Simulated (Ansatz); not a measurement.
# Be3N2 (P-3m1): from the cell to its phonons

Wanted: phonon frequencies of Be3N2 (P-3m1) and what follows from them.

Method: DFT PBEsol, scalar-relativistic, plane waves, PAW, in Ansatz 0.2.0.

### Step 1. The starting structure

The structure is trigonal, space group P-3m1 (No. 164). Conventional cell: a = 2.818 Å, b = 2.818 Å, c = 4.667 Å, α = 90.00°, β = 90.00°, γ = 120.00°. Be has 6 N at 2.01 Å nearest. Nearest to Be lie 4 N at 1.69 to 1.85 Å. N has 7 Be at 1.69 to 2.01 Å nearest. Farther neighbours and most contacts between anions are not listed.

### Step 2. Bringing the structure to rest

The cell and atoms are relaxed, since residual forces and stress would shift the frequencies.

input.yaml

```yaml
crystal:
  lattice:
    - [2.817777714, 0.0, 0.0]
    - [-1.408888857, 2.4402670826, 0.0]
    - [0.0, 0.0, 4.667022]
  atoms:
    - { symbol: Be, position: [0.0, 0.0, 0.0] }
    - { symbol: Be, position: [0.66666667, 0.33333333, 0.649633] }
    - { symbol: Be, position: [0.33333333, 0.66666667, 0.350367] }
    - { symbol: "N", position: [0.33333333, 0.66666667, 0.747058] }
    - { symbol: "N", position: [0.66666667, 0.33333333, 0.252942] }
kpoints:
  mp_grid: { grid: [9, 9, 6] }
hamiltonian:
  xc: pbesol
scf:
  occupations: { method: gaussian, width: 0.02 }
output:
  forces: true
  stress: true
  eigenvalues: true
relax:
  adjacent_minimum: "off"
  f_tol: 0.005
  max_steps: 80
  cell: { stress_tol: 0.05 }
```

The run is started by

```console
ansatz run input.yaml --threads 4 --pin off --max-ram 7168MiB --backend cpu --events-out ev --progress --plain --runs-dir out
```

Numbers of over 12 decimals in the logs are rounded to 6 here.

What it wrote:

```text
Engine: ansatz 0.2.0, aarch64-unknown-linux-gnu
Pseudopotentials: kind: paw
Pseudopotential: Be, paw, valence charge 2, recommended cutoff 420 eV (normal), Be.paw.azcp
Pseudopotential: N, paw, valence charge 5, recommended cutoff 420 eV (normal), N.paw.azcp
Functional definition: PBEsol
  exchange = pbesol_x
  correlation = pbesol_c
Crystal: 5 atoms, lattice volume = 32.091 Å³
Basis set: ecut = 420 eV, 627 PW (Γ), exchange–correlation on 40×40×64 points (8 copies of the dense FFT grid, shifted against one another)
Bands: 13, of which v1, the nominal top of the filled ones, is band 8 counted from 1 (7 counted from 0)
Symmetry: 12 space group operations
Space group: P-3m1 (ITA 164), of the structure as read, at distance tolerance 3.2e-5 Å
k-points: 62 of 486
Non-local potential: Be, projectors of the file, l = 0: 2, l = 1: 2, l = 2: 1
Non-local potential: N, projectors of the file, l = 0: 2, l = 1: 2, l = 2: 1
PAW form: soft (Blöchl's): semilocal exchange-correlation on the pseudo side does not see the compensation charge
PAW frozen core: Be, regenerated for the run's functional, and the local potential with it (the file was generated under x = pbe(κ = 0.804, μ = 0.219515), c = pbe(β = 0.066725))
PAW frozen core: N, regenerated for the run's functional, and the local potential with it (the file was generated under x = pbe(κ = 0.804, μ = 0.219515), c = pbe(β = 0.066725))
PAW one-centre angular grid: Be, 110 points (default); XC on 64 Gauss nodes
PAW one-centre angular grid: N, 110 points (default); XC on 64 Gauss nodes
Initial density: superposition of atomic densities (neutral atoms: chi_scale 0, normalization atom), corrected by the library's trained network
Initial wavefunctions: pseudopotential atomic-orbital guess
Functional: x = pbesol(κ = 0.804, μ = 0.123457), c = pbesol(β = 0.046)
SCF iter   1: F=—  HF=-1032.809852 eV  |F-HF|=—  |Δ(HF+E_count)|=         —  Δρ=1.01e-2  dr2=3.28e-2  ethr=1.77e-3  ⟨swp⟩=6.1  Hψ=4989  notcnv=0
preconditioner: auto → none  [insulator: Δε(μ)=4.080 eV  Ē_g=14.826 eV  σ=0.020 eV  W_gap=1.00  n_scr=2 (ndim 8)  ℏωp=26.2 eV  f_vac=0.000  D(μ)=0.00/eV (n_scr^D=0)  ε∞_Penn≈4.1]
SCF iter   2: F=—  HF=-1032.800344 eV  |F-HF|=—  |Δ(HF+E_count)|=   9.51e-3  Δρ=1.94e-3  dr2=1.47e-3  ethr=2.05e-4  ⟨swp⟩=3.0  Hψ=1935  notcnv=0  defer=62
SCF iter   3: F=—  HF=-1032.799935 eV  |F-HF|=—  |Δ(HF+E_count)|=   4.09e-4  Δρ=7.61e-4  dr2=1.64e-4  ethr=9.16e-6  ⟨swp⟩=2.1  Hψ=1289  notcnv=0  defer=62
SCF iter   4: F=—  HF=-1032.799889 eV  |F-HF|=—  |Δ(HF+E_count)|=   4.60e-5  Δρ=2.91e-4  dr2=1.25e-5  ethr=1.02e-6  ⟨swp⟩=2.7  Hψ=1145  notcnv=0  defer=62
SCF iter   5: F=—  HF=-1032.799939 eV  |F-HF|=—  |Δ(HF+E_count)|=   4.98e-5  Δρ=1.49e-5  dr2=3.38e-8  ethr=7.81e-8  ⟨swp⟩=1.9  Hψ=1045  notcnv=0  defer=62
SCF iter   6: F=-1032.799939 eV  HF=-1032.799939 eV  |F-HF|=4.89e-11  |Δ(HF+E_count)|=   6.74e-9  Δρ=1.29e-6  dr2=2.13e-10  ethr=2.11e-10  ⟨swp⟩=4.6  Hψ=3143  notcnv=0
SCF 1 converged in 6 iterations: F = -1032.799939 eV  dr2 = 2.13e-10
  greatest PAW one-centre occupation: 0.779 electrons in one spin orbital (limit 2), on the N atom at site 4 (counted from 0), in its partial waves of l = 0
relax step   1: F+E_penalty+E_count = -1032.79993924 eV  Δ(F+E_penalty+E_count) = +0.000e0 eV  max|allowed force component| = 2.518e-2 eV/Å  Δτ_max = 0.0000 Å  P = -3.483 GPa  Ω = 32.091 Å³  (6 SCF iters, dr2 threshold 1.00e-7 eV, accepted)
Crystal: 5 atoms, lattice volume = 31.838 Å³
Initial density: handed on by an earlier stage of this run
Initial wavefunctions: those handed on with the density
iter 1 solved again at ethr=3.09e-6 eV; its pass at ethr=3.10e-3 eV (dr2=4.95e-4 eV) is discarded
SCF iter   1: F=—  HF=-1032.805096 eV  |F-HF|=—  |Δ(HF+E_count)|=         —  Δρ=1.23e-3  dr2=4.83e-4  ethr=3.09e-6  ⟨swp⟩=1.4  Hψ=5022  notcnv=0
preconditioner: auto → none  [insulator: Δε(μ)=4.212 eV  Ē_g=14.954 eV  σ=0.020 eV  W_gap=1.00  n_scr=2 (ndim 8)  ℏωp=26.3 eV  f_vac=0.000  D(μ)=0.00/eV (n_scr^D=0)  ε∞_Penn≈4.1]
SCF iter   2: F=—  HF=-1032.805017 eV  |F-HF|=—  |Δ(HF+E_count)|=   7.84e-5  Δρ=2.91e-4  dr2=2.89e-5  ethr=3.02e-6  ⟨swp⟩=2.0  Hψ=1159  notcnv=0
SCF iter   3: F=—  HF=-1032.805013 eV  |F-HF|=—  |Δ(HF+E_count)|=   4.18e-6  Δρ=1.24e-4  dr2=4.18e-6  ethr=1.81e-7  ⟨swp⟩=2.2  Hψ=1069  notcnv=0
iter 4 did not close the SCF: its close was put off for the readings that it lacked (scf_convergence_deferred on its scf_iter line)
SCF iter   4: F=-1032.805013 eV  HF=-1032.805013 eV  |F-HF|=3.35e-8  |Δ(HF+E_count)|=   3.66e-7  Δρ=3.51e-5  dr2=2.77e-7  ethr=2.61e-8  ⟨swp⟩=2.7  Hψ=1215  notcnv=0
iter 5 did not close the SCF: its close was put off for the readings that it lacked (scf_convergence_deferred on its scf_iter line)
SCF iter   5: F=-1032.805013 eV  HF=-1032.805013 eV  |F-HF|=3.31e-10  |Δ(HF+E_count)|=   1.03e-8  Δρ=3.11e-6  dr2=1.10e-9  ethr=1.73e-9  ⟨swp⟩=2.0  Hψ=1113  notcnv=0
SCF iter   6: F=-1032.805013 eV  HF=-1032.805013 eV  |F-HF|=2.05e-12  |Δ(HF+E_count)|=  4.60e-10  Δρ=2.81e-7  dr2=8.63e-12  ethr=6.89e-12  ⟨swp⟩=1.0  Hψ=2277  notcnv=0
SCF 2 converged in 6 iterations: F = -1032.805013 eV  dr2 = 8.63e-12
relax step   2: F+E_penalty+E_count = -1032.80501292 eV  Δ(F+E_penalty+E_count) = -5.074e-3 eV  max|allowed force component| = 2.804e-2 eV/Å  Δτ_max = 0.0033 Å  P = -1.855 GPa  Ω = 31.838 Å³  energy of the carried Pulay correction = +8.867e-4 eV  (6 SCF iters, dr2 threshold 5.00e-7 eV, accepted)
Crystal: 5 atoms, lattice volume = 31.567 Å³
iter 1 solved again at ethr=5.98e-6 eV; its pass at ethr=3.10e-3 eV (dr2=9.57e-4 eV) is discarded
SCF iter   1: F=—  HF=-1032.807692 eV  |F-HF|=—  |Δ(HF+E_count)|=         —  Δρ=1.56e-3  dr2=9.45e-4  ethr=5.98e-6  ⟨swp⟩=1.0  Hψ=4859  notcnv=0
preconditioner: auto → none  [insulator: Δε(μ)=4.239 eV  Ē_g=15.047 eV  σ=0.020 eV  W_gap=1.00  n_scr=2 (ndim 8)  ℏωp=26.4 eV  f_vac=0.000  D(μ)=0.00/eV (n_scr^D=0)  ε∞_Penn≈4.1]
SCF iter   2: F=—  HF=-1032.807422 eV  |F-HF|=—  |Δ(HF+E_count)|=   2.70e-4  Δρ=3.65e-4  dr2=4.51e-5  ethr=5.91e-6  ⟨swp⟩=2.7  Hψ=1251  notcnv=0
SCF iter   3: F=—  HF=-1032.807462 eV  |F-HF|=—  |Δ(HF+E_count)|=   4.07e-5  Δρ=1.37e-4  dr2=5.60e-6  ethr=2.82e-7  ⟨swp⟩=2.9  Hψ=1360  notcnv=0
SCF iter   4: F=—  HF=-1032.807462 eV  |F-HF|=—  |Δ(HF+E_count)|=   5.01e-7  Δρ=3.84e-5  dr2=6.24e-7  ethr=3.50e-8  ⟨swp⟩=2.1  Hψ=1102  notcnv=0
iter 5 did not close the SCF: its close was put off for the readings that it lacked (scf_convergence_deferred on its scf_iter line)
SCF iter   5: F=-1032.807462 eV  HF=-1032.807462 eV  |F-HF|=1.78e-10  |Δ(HF+E_count)|=   6.28e-8  Δρ=4.82e-6  dr2=3.67e-9  ethr=3.90e-9  ⟨swp⟩=2.8  Hψ=1234  notcnv=0
SCF iter   6: F=-1032.807462 eV  HF=-1032.807462 eV  |F-HF|=2.80e-11  |Δ(HF+E_count)|=  4.28e-10  Δρ=4.65e-7  dr2=5.22e-11  ethr=2.29e-11  ⟨swp⟩=1.0  Hψ=2374  notcnv=0
SCF 3 converged in 6 iterations: F = -1032.807462 eV  dr2 = 5.22e-11
relax step   3: F+E_penalty+E_count = -1032.80746179 eV  Δ(F+E_penalty+E_count) = -2.449e-3 eV  max|allowed force component| = 1.672e-2 eV/Å  Δτ_max = 0.0018 Å  P = +0.192 GPa  Ω = 31.567 Å³  energy of the carried Pulay correction = +1.848e-3 eV  (6 SCF iters, dr2 threshold 5.00e-7 eV, accepted)
[...]
relax step   4: F+E_penalty+E_count = -1032.80749910 eV  Δ(F+E_penalty+E_count) = -3.731e-5 eV  max|allowed force component| = 1.477e-2 eV/Å  Δτ_max = 0.0006 Å  P = +0.032 GPa  Ω = 31.578 Å³  energy of the carried Pulay correction = +1.807e-3 eV  (6 SCF iters, dr2 threshold 4.23e-7 eV, accepted)
[...]
relax step   5: F+E_penalty+E_count = -1032.80749556 eV  Δ(F+E_penalty+E_count) = +3.541e-6 eV  max|allowed force component| = 1.023e-2 eV/Å  Δτ_max = 0.0018 Å  P = -0.020 GPa  Ω = 31.583 Å³  energy of the carried Pulay correction = +1.791e-3 eV  (6 SCF iters, dr2 threshold 1.36e-8 eV, accepted)
[...]
relax step   6: F+E_penalty+E_count = -1032.80750804 eV  Δ(F+E_penalty+E_count) = -1.248e-5 eV  max|allowed force component| = 3.466e-5 eV/Å  Δτ_max = 0.0006 Å  P = -0.000 GPa  Ω = 31.582 Å³  energy of the carried Pulay correction = +1.795e-3 eV  (6 SCF iters, dr2 threshold 1.36e-8 eV, accepted)
[...]
relax step   7: F+E_penalty+E_count = -1032.80584303 eV  Δ(F+E_penalty+E_count) = +1.665e-3 eV  max|allowed force component| = 2.697e-4 eV/Å  Δτ_max = 0.0000 Å  P = -0.090 GPa  Ω = 31.582 Å³  stress off target by 1.01e-1 GPa  SCF on the basis re-selected at this cell (its energy is not comparable with the rows above)  (6 SCF iters)
[...]
relax step   8: F+E_penalty+E_count = -1032.80589001 eV  Δ(F+E_penalty+E_count) = -4.698e-5 eV  max|allowed force component| = 7.221e-5 eV/Å  Δτ_max = 0.0001 Å  P = -0.003 GPa  Ω = 31.570 Å³  energy of the carried Pulay correction = +4.330e-5 eV  (6 SCF iters, dr2 threshold 2.56e-8 eV, accepted)
iter 1 solved again at ethr=5.21e-8 eV; its pass at ethr=3.10e-3 eV (dr2=8.33e-6 eV) is discarded
SCF iter   1: F=—  HF=-1032.805819 eV  |F-HF|=—  |Δ(HF+E_count)|=         —  Δρ=4.05e-6  dr2=2.35e-9  ethr=5.21e-8  ⟨swp⟩=3.0  Hψ=7196  notcnv=0
SCF iter   2: F=—  HF=-1032.805863 eV  |F-HF|=—  |Δ(HF+E_count)|=   4.44e-5  Δρ=2.37e-6  dr2=1.46e-9  ethr=1.47e-11  ⟨swp⟩=3.3  Hψ=1713  notcnv=0
SCF iter   3: F=—  HF=-1032.805863 eV  |F-HF|=—  |Δ(HF+E_count)|=  1.86e-10  Δρ=1.55e-6  dr2=3.42e-10  ethr=9.15e-12  ⟨swp⟩=1.8  Hψ=1041  notcnv=0
SCF iter   4: F=—  HF=-1032.805863 eV  |F-HF|=—  |Δ(HF+E_count)|=  4.98e-11  Δρ=8.50e-7  dr2=9.75e-11  ethr=2.14e-12  ⟨swp⟩=1.0  Hψ=806  notcnv=0
iter 5 did not close the SCF: its close was put off for the readings that it lacked (scf_convergence_deferred on its scf_iter line)
SCF iter   5: F=-1032.805863 eV  HF=-1032.805863 eV  |F-HF|=4.55e-13  |Δ(HF+E_count)|=  3.16e-11  Δρ=1.62e-7  dr2=3.57e-12  ethr=1.00e-12  ⟨swp⟩=1.0  Hψ=818  notcnv=0
SCF iter   6: F=-1032.805863 eV  HF=-1032.805863 eV  |F-HF|=4.55e-13  |Δ(HF+E_count)|=  9.09e-13  Δρ=6.93e-8  dr2=6.75e-13  ethr=1.00e-12  ⟨swp⟩=2.0  Hψ=2321  notcnv=0
SCF 9 converged in 6 iterations: F = -1032.805863 eV  dr2 = 6.75e-13
relax step   9: F+E_penalty+E_count = -1032.80586293 eV  Δ(F+E_penalty+E_count) = +2.708e-5 eV  max|allowed force component| = 7.137e-5 eV/Å  Δτ_max = 0.0000 Å  P = -0.004 GPa  Ω = 31.570 Å³  stress off target by 5.85e-3 GPa  SCF on the basis re-selected at this cell (its energy is not comparable with the rows above)  (6 SCF iters)
basis re-selected at this cell: Δ(F+E_penalty+E_count) = +2.708e-5 eV, ΔP = -0.001 GPa vs the last step (what re-selecting the basis moved, of the pressure what is left beyond the Pulay correction that the steps carried, after the strain that the cell walked since its last selection, with what the two solves' SCF thresholds leave and, on support functions, any second-order correction that the steps lacked; it is no m [...]
SCF converged after 6 iterations
Free energy (F): -1032.805863 eV
Harris-Foulkes:  -1032.805863 eV  (|F-HF|=4.55e-13)
Internal energy: -1032.805863 eV  (E = F + TS)
E sigma→0 (E₀):  -1032.805863 eV
Fermi energy:    11.458147 eV
--- Per-component energies (eV) ---
  E_band       = 43.338476
  E_kinetic    = 333.135544
  E_local      = -366.593753  (includes V_loc(G=0)·N_el)
  E_nonlocal   = 104.207765
  E_hartree    = 117.363369
  E_xc         = -181.400276
  E_vxc        = -219.101503  (∫ρ·V_xc dr)
  E_paw        = -417.191784  (= ΣΔE_a)
  E_vpaw       = -43.036505  (= ΣTr[D̂ρ^β])
  E_aug_tail   = 0.000188  (compensation charges beyond the density's cutoff)
  E_ewald      = -622.411707
  E_core_change = 0.084792  (= ΣΔE_core)
  E_smearing   = -0.000000  (= −TS)
  E_closure    = -0.000000  (closes the sum)
  Σ components = -1032.805863   (vs F -1032.805863, Δ=0.00e0)
--- Forces (eV/Å), atoms counted from 1 ---
  atom   1  Be    -0.00000000     0.00000000     0.00000000
  atom   2  Be     0.00000000     0.00000000    -0.00002095
  atom   3  Be    -0.00000000    -0.00000000     0.00002095
  atom   4  N      0.00000000     0.00000000     0.00007137
  atom   5  N     -0.00000000    -0.00000000    -0.00007137
  max |Σ_I F_I| component: 1.48e-16 eV/Å
--- Stress (GPa, compression-positive) ---
       -0.003210      -0.000000      -0.000000
       -0.000000      -0.003210       0.000000
       -0.000000       0.000000      -0.005847
  P = ⅓ Tr σ = -0.0041 GPa (-0.041 kbar)
--- Band table (eV; the first three rows and the last of 62) ---
  k-point 0: bands = [... 4 lower, 7.8405, 8.9862, 8.9862, 9.3146, 15.8580, 16.5296, 17.6917, 17.6917, ... 1 higher]
  k-point 1: bands = [... 4 lower, 7.8894, 8.5597, 8.9436, 8.9436, 16.1240, 16.6522, 17.5707, 17.5707, ... 1 higher]
  k-point 2: bands = [... 4 lower, 8.0047, 8.0047, 8.8409, 8.8409, 16.0750, 17.3660, 17.3660, 17.5527, ... 1 higher]
  k-point 61: bands = [... 4 lower, 3.0593, 3.4788, 7.8513, 7.8513, 15.9034, 15.9034, 16.8587, 18.7373, ... 1 higher]
--- Relaxed structure (7 steps of the walk, 7 accepted, 2 SCFs on fresh bases) ---
  F+E_penalty+E_count = -1032.80586293 eV   max|allowed force component| = 7.137e-5 eV/Å   (the final SCF, on the basis selected at the relaxed cell)
  cell:  # Å, volume = 31.5696 Å³
    - [2.805081, 0, 0]
    - [-1.402540, 2.429271, 0]
    - [0, 0, 4.632842]
  atoms:
    - { symbol: Be, position: [0, 0, 0] }
    - { symbol: Be, position: [0.666667, 0.333333, 0.649079] }
    - { symbol: Be, position: [0.333333, 0.666667, 0.350921] }
    - { symbol: N, position: [0.333333, 0.666667, 0.747653] }
    - { symbol: N, position: [0.666667, 0.333333, 0.252347] }
```

It took 6.1 s on 4 threads of Arm Neoverse V1, shared host; peak memory 0.33 GiB; 19 s of CPU time.

Relaxation path:

```
step  energy less that of the first step (eV)  largest force component (eV/Å)  pressure (GPa)  volume (Å³)
   1                                   0.0000                          0.0252           -3.48        32.09
   2                                  -0.0051                          0.0280           -1.85        31.84
   3                                  -0.0075                          0.0167            0.19        31.57
   4                                  -0.0076                          0.0148            0.03        31.58
   5                                  -0.0076                          0.0102           -0.02        31.58
   6                                  -0.0076                          0.0000            0.00        31.58
  7*                                  -0.0059                          0.0003           -0.09        31.58
   8                                  -0.0060                          0.0001            0.00        31.57
  9*                                  -0.0059                          0.0001            0.00        31.57
```

Relaxation steps marked * repeat the geometry before them on a plane-wave basis chosen anew for their cell, so energy and pressure can jump there.

The run keeps the 12 symmetry operations that it works with, so distortions that break them were not tested.

```
conventional cell, symmetrised  before  after  change
                         a (Å)   2.818  2.805  -0.5 %
                         b (Å)   2.818  2.805  -0.5 %
                         c (Å)   4.667  4.633  -0.7 %
              volume (Å³/atom)    6.42   6.31  -1.6 %
```

Final coordinates:

```cif
data_structure
_symmetry_space_group_name_H-M 'P 1'
_symmetry_Int_Tables_number 1
_cell_length_a 2.8051
_cell_length_b 2.8051
_cell_length_c 4.6328
_cell_angle_alpha 90.000
_cell_angle_beta 90.000
_cell_angle_gamma 120.000
_cell_volume 31.57
loop_
_atom_site_label
_atom_site_type_symbol
_atom_site_fract_x
_atom_site_fract_y
_atom_site_fract_z
_atom_site_occupancy
Be1 Be 0.00000 0.00000 0.00000 1
Be2 Be 0.66667 0.33333 0.64908 1
Be3 Be 0.33333 0.66667 0.35092 1
N4 N 0.33333 0.66667 0.74765 1
N5 N 0.66667 0.33333 0.25235 1
```

This step gave:

```
pressure           : -0.004089 GPa
gap on the k-mesh  : 4.229 eV
volume per atom    : 6.314 Å³
direct gap on mesh : 5.985 eV
```

In this step the volume went from 6.42 to 6.31 Å³/atom.

### Step 3. Tight relaxation

Phonons need a cell at rest on their own settings, so the relaxation is repeated with tight tolerances on forces and stress, using the mesh and the filling of the phonon run that follows.

input.yaml

```yaml
crystal:
  lattice:
    - [2.8050806161, 0.0, 0.0]
    - [-1.4025403081, 2.4292710732, 0.0]
    - [0.0, 0.0, 4.6328422625]
  atoms:
    - { symbol: Be, position: [0.0, 0.0, 0.0] }
    - { symbol: Be, position: [0.6666666667, 0.3333333333, 0.6490792928] }
    - { symbol: Be, position: [0.3333333333, 0.6666666667, 0.3509207072] }
    - { symbol: "N", position: [0.3333333333, 0.6666666667, 0.7476525402] }
    - { symbol: "N", position: [0.6666666667, 0.3333333333, 0.2523474598] }
kpoints:
  mp_grid: { grid: [12, 12, 8] }
hamiltonian:
  xc: pbesol
scf:
  occupations: { method: fixed }
output:
  forces: true
  stress: true
  eigenvalues: true
relax:
  adjacent_minimum: "off"
  f_tol: 0.001
  max_steps: 60
  cell: { stress_tol: 0.01 }
```

What it wrote:

```text
[...]
Crystal: 5 atoms, lattice volume = 31.570 Å³
Basis set: ecut = 420 eV, 627 PW (Γ), exchange–correlation on 40×40×64 points (8 copies of the dense FFT grid, shifted against one another)
Bands: 13, of which v1, the nominal top of the filled ones, is band 8 counted from 1 (7 counted from 0)
Symmetry: 12 space group operations
[...]
k-points: 131 of 1152
[...]
cell:  # Å, volume = 31.5696 Å³
    - [2.805081, 2.8867513419692843e-11, 0.0]
    - [-1.402540, 2.429271, 0.0]
    - [0.0, 0.0, 4.6328422625]
  atoms:
    - { symbol: Be, position: [0.0, 0.0, 0.0] }
    - { symbol: Be, position: [0.666667, 0.333333, 0.6490792928] }
    - { symbol: Be, position: [0.333333, 0.666667, 0.3509207072] }
    - { symbol: N, position: [0.333333, 0.666667, 0.7476525402] }
    - { symbol: N, position: [0.666667, 0.333333, 0.2523474598] }
[key lines of the parts left out:]
SCF converged after 6 iterations
Free energy (F): -1032.805926 eV
Fermi energy:    9.356234 eV
P = ⅓ Tr σ = -0.0029 GPa (-0.029 kbar)
```

Elapsed: 2.9 s, on 4 threads; peak memory 0.35 GiB.

Little changed from the start: no atom moved by 0.005 Å and no cell edge by 0.1 %.

Numbers from this step:

- pressure: -0.002911 GPa
- gap on the k-mesh: 4.224 eV
- direct gap on mesh: 5.966 eV

The largest force component left is 0.086 meV/Å and the pressure is -0.003 GPa, within the tolerances set. The cell now holds 6.31 Å³/atom.

[end of part 1 of 3]

[Logs are printed without paths, hosts, clocks, repeated set-up lines and the standing remarks that a program may print on its own settings, such as how far it seeks lower states.]

[Hosts, paths, dates, database ids (printed as entryN), source tags and the programs' standing remarks are cut or masked in the printed files.]
